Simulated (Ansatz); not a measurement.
Runs of Ansatz 0.2.0 on Os. The structure is cubic, space group Fm-3m (No. 225). The conventional cell has a = 3.890 Å, b = 3.890 Å, c = 3.890 Å, α = 90.00°, β = 90.00°, γ = 90.00°. Os (site symmetry m-3m) is surrounded by 12 Os at 2.75 Å. This isn't the form of Os at room conditions, which is hcp.

```csv
task,level,potentials or basis,spin,k mesh,cutoff (eV),smearing,points for each segment of the path,driver,mesh quality,gap on the mesh (eV),pressure (GPa),moment (μB)
band structure,r2SCAN+D4,Ansatz PAW,off,12 × 12 × 12,500,methfessel-paxton 0.05 eV,14,-,not flagged,none,-19.3,-
band structure,BLYP,SPMS NC,"collinear, ferromagnetic start",12 × 12 × 12,435,fermi-dirac 0.01 eV,14,-,not flagged,none,(a),0.00
atomic charges,HSE03,PseudoDojo standard (PBE files),off,7 × 7 × 7,1007,cold 0.15 eV,-,-,coarse,none,-,-
electric field gradients,r2SCAN+D3(BJ),Ansatz PAW polarizable,"non-collinear, ferromagnetic start",12 × 12 × 12,500,gaussian 0.1 eV,-,chain,not flagged,none,-20.6,0.00
electron localisation function,B3LYP5,Ansatz PAW earlier set,off,8 × 8 × 8,480,methfessel-paxton 0.05 eV,-,-,not flagged,none,-,-
```

Alike in all rows: cell as given.

Q: Estimate the missing entries.

A: (a) 5.4.

Caveats: some runs use coarse meshes; the PAW data sets come from PBE, with cores solved anew for the run's functional, which leaves a small shift of forces and pressure (some runs); the potentials were made for another functional, which shifts forces and pressure (some runs); so large a pressure means that the cell lies far from this level's equilibrium, or that cutoff or potentials fall short (some runs); pairwise dispersion overbinds metals, which lowers pressure and volume (some runs); the magnetic or orbital state may not be the lowest (some runs).

A k mesh can miss the band edges, and the runs leave out spin-orbit coupling on Os.

A gap of «none» marks a metal or a gap under the smearing width.

Not every run made on this cell is shown here.
